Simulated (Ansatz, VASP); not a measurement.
**Al: VASP beside Ansatz**

```
CELL_PARAMETERS angstrom
5.24248 0.00000 0.07597
0.00000 5.57448 0.00000
-1.71435 0.00000 2.26355
ATOMIC_POSITIONS crystal
Al 0.00000 0.50000 0.00000
Al 0.50000 0.75000 0.00000
Al 0.00000 0.00000 0.00000
Al 0.50000 0.25000 0.00000
```

Alike in both runs: functional PBE; k mesh 7 × 6 × 15; occupations gaussian, width 0.1 eV; no spin polarisation.

Ansatz relaxed the structure, and its values are those at the end. VASP's run is a single point on that final structure, the one shown.

|  | VASP | Ansatz |
| --- | --- | --- |
| version | VASP 6.6.1 | Ansatz 0.2.0 |
| potentials or method | VASP PAW PBE potentials, release 64 (Al) | scalar-relativistic, plane waves, PAW |
| plane-wave cutoff (eV) | 520 | 420 |
| valence electrons in the cell | 12 | 12 |

```tsv
	VASP	Ansatz	Ansatz less VASP
gap on the k mesh at the Fermi level (eV)	none	none	-
pressure (GPa)	-0.6	-0.5	+0.03
```

A gap of «none» marks a metal or a gap that the smearing closes.
